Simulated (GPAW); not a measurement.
# Screening of a field by Zr2C(OH)2 MXene monolayer, part 2 of 2

Aim: the dipole that a field along the normal induces in Zr2C(OH)2 MXene monolayer.

GPAW 26.7.0; GPAW, PAW setups; layer in a repeated cell with vacuum, relaxation of atoms and in-plane cell (the session's first sound run).

So far. Step 8 (In a field): The dipole is now 0.0694 e Å, against -2.5e-4 in the run without a field.

**9. Field on**

run.py reads:

```python
import json
import numpy as np
from ase import Atoms
from gpaw import GPAW, PW
from gpaw.external import ConstantElectricField

slab = Atoms(
    ['H', 'O', 'Zr', 'C', 'Zr', 'O', 'H'],
    positions=[
        [-0.00000, 1.89192, 9.00000],
        [-0.00000, 1.89192, 9.97622],
        [1.63844, 0.94595, 11.33937],
        [-0.00000, 0.00000, 12.59094],
        [-0.00000, 1.89192, 13.84251],
        [1.63844, 0.94595, 15.20567],
        [1.63844, 0.94595, 16.18189]],
    cell=[[3.27688, -0.0, 0.0], [-1.63844, 2.83787, 0.0], [0.0, 0.0, 25.1819]],
    pbc=[True, True, False])

slab.calc = GPAW(mode=PW(500), xc='PBE', kpts={'size': (12, 12, 1), 'gamma': True},
                 occupations={'name': 'fermi-dirac', 'width': 0.05}, nbands='160%',
                 convergence={'density': 1e-05}, maxiter=200,
                 poissonsolver={'dipolelayer': 'xy'},
                 external=ConstantElectricField(0.2, [0, 0, 1]),
                 symmetry={'tolerance': 1e-3}, txt='slab.txt')
result = {}
energy = slab.get_potential_energy()
fermi = slab.calc.get_fermi_level()
v = slab.calc.get_electrostatic_potential().mean((0, 1)) - fermi
n = slab.calc.get_pseudo_density().mean((0, 1))
L = slab.cell[2, 2]
z = np.arange(len(v)) * L / len(v)
low, high = slab.positions[:, 2].min(), slab.positions[:, 2].max()
below, above = np.interp([low - 6.8, high + 6.8], z, v)
slopes = [np.interp(x, z, np.gradient(v, z)) for x in (low - 6.8, high + 6.8)]
eps = np.array([[slab.calc.get_eigenvalues(k, s) for k in range(len(slab.calc.get_ibz_k_points()))]
                for s in range(slab.calc.get_number_of_spins())]) - fermi
top, bottom = eps[eps < 0].max(), eps[eps > 0].min()
dipole = slab.get_dipole_moment()[2]
print(f'energy {energy:.4f} eV, Fermi level {fermi:.4f} eV, dipole {dipole:.5f} e A')
print(f'potential 6.8 A off the faces, from the Fermi level: lower {below:.4f} eV, upper {above:.4f} eV')
print(f'slope of the potential there: lower {slopes[0]:.5f}, upper {slopes[1]:.5f} eV/A')
print(f'nearest levels on the mesh: {top:.4f} and {bottom:.4f} eV')
print('magnetic moment', round(slab.get_magnetic_moment(), 3))
result.update(energy=energy, fermi=fermi, dipole=dipole, below=below, above=above, slopes=slopes, edges=[top, bottom],
              z=z.tolist(), v=v.tolist(), n=n.tolist(), positions=slab.positions.tolist(),
              forces=slab.get_forces(apply_constraint=False).tolist(), moments=slab.get_magnetic_moments().tolist())
json.dump(result, open('result.json', 'w'))
```

On the command line:

```console
> OMP_NUM_THREADS=1 OPENBLAS_NUM_THREADS=1 python run.py
```

It took 7.5 min on 1 thread of Arm Neoverse V1, shared host; peak memory 0.7 GiB.

The dipole is now 0.139 e Å, against -2.5e-4 in the run without a field.

**10. Field on**

Changes to run.py since step 9:

```diff
@@ -23,3 +23,3 @@
                  poissonsolver={'dipolelayer': 'xy'},
-                 external=ConstantElectricField(0.2, [0, 0, 1]),
+                 external=ConstantElectricField(0.3, [0, 0, 1]),
                  symmetry={'tolerance': 1e-3}, txt='slab.txt')
```

Run time: 7.9 min. Hardware: 1 thread; peak memory 0.69 GiB.

The electrostatic potential energy of an electron (without an applied field's), less the Fermi level, planar mean oscillates, so the rows of the table below give means over windows of 1 Å about each position, cut where the curve ends. Its maxima inside the range that stand out by 2 % of the span (Å: eV): 0.6: 4.28, 9.3: 0.749, 10.4: -5.26, 12.2: -7.57, 13.0: -7.79, 14.7: -6.61, 15.9: -1.36. Its minima: 9.0: 0.0219, 10.0: -8.96, 11.4: -21.9, 12.6: -11.2, 13.9: -22.7, 15.2: -10.6, 16.2: -2.35.

The electrostatic potential energy of an electron (without an applied field's), less the Fermi level, planar mean by z; means over each step:

```tsv
z (Å)	electrostatic potential energy of an electron (without an applied field's), less the Fermi level, planar mean (eV)
0	3.50
1	4.28
2	4.27
3	4.26
4	4.23
5	4.17
6	4.00
7	3.60
8	2.69
9	0.632
10	-5.74
11	-15.3
12	-11.5
13	-10.4
14	-18.2
15	-8.20
16	-2.15
17	-0.535
18	0.0138
19	0.137
20	0.169
21	0.177
22	0.179
23	0.180
24	0.180
25	0.558
```

The dipole is now 0.210 e Å, against -2.5e-4 in the run without a field.

**11. The series**

The members are put on one axis.

This step: induced dipole against applied field (GPAW 26.7.0).

Dipole along the normal against field:

```tsv
field (V/Å)	dipole along the normal (e·Å)
-0.200	-0.139
-0.100	-0.0694
-0.050	-0.0347
0.000	-2.5e-4
0.050	0.0347
0.100	0.0694
0.200	0.139
0.300	0.210
```

**12. A changed run**

One more run, with changed settings.

This step: GPAW, PAW setups; slab in vacuum (GPAW 26.7.0).

Changes to run.py since step 10:

```diff
@@ -4,3 +4,2 @@
 from gpaw import GPAW, PW
-from gpaw.external import ConstantElectricField
 
@@ -19,7 +18,6 @@
 
-slab.calc = GPAW(mode=PW(500), xc='PBE', kpts={'size': (12, 12, 1), 'gamma': True},
+slab.calc = GPAW(mode=PW(500), xc='PBE', kpts={'size': (1, 1, 1), 'gamma': True},
                  occupations={'name': 'fermi-dirac', 'width': 0.05}, nbands='160%',
-                 convergence={'density': 1e-05}, maxiter=200,
+                 convergence={'density': 1e-05}, maxiter=100,
                  poissonsolver={'dipolelayer': 'xy'},
-                 external=ConstantElectricField(0.3, [0, 0, 1]),
                  symmetry={'tolerance': 1e-3}, txt='slab.txt')
```

The job ended after 9.8 s (1 thread; peak memory 0.22 GiB).

The run finished. A setting was moved off its sound value on purpose, so it serves as a test and not as the result.

The fault put into the input: one k-point (kpts = [1, 1]).

The two runs compared:

```tsv
quantity	this run	sound run	difference
upper work function (eV)	2.9989	2.1040	0.895
lower work function (eV)	2.9940	2.0991	0.895
```

The two runs differ clearly in the lower work function: 2.99 eV against 2.10 eV.

**13. Results**

```yaml
work_function_both_faces: 2.10 eV
dipole_along_the_normal: -2.5e-4 e Å
induced_dipole_per_field: 0.698 e Å per V/Å
out_of_plane_polarisability_per_area_alpha_eps_0_a: 13.6 Å
```

**Reading.** The field induces 0.698 e Å per V/Å, a polarisable thickness α/(ε0 A) of 13.6 Å beside 7.18 Å between the outermost nuclei. A perfect conductor would give the distance between its two image planes; a dielectric of thickness t gives t(1 - 1/ε). The induced dipole is linear in the field over this range. The small printed dipole stands for a step of 4.8 meV from the lower to the upper face, and the probes find 4.9 meV; values this small are near the numerical noise of both. The layer's cell and atoms come from the relaxation; spin-orbit coupling and temperature are left out.

[Logs are printed without paths, hosts, clocks, repeated set-up lines and the standing remarks that a program may print on its own settings, such as how far it seeks lower states.]

[Hosts, paths, dates, database ids (printed as entryN), source tags and the programs' standing remarks are cut or masked in the printed files.]
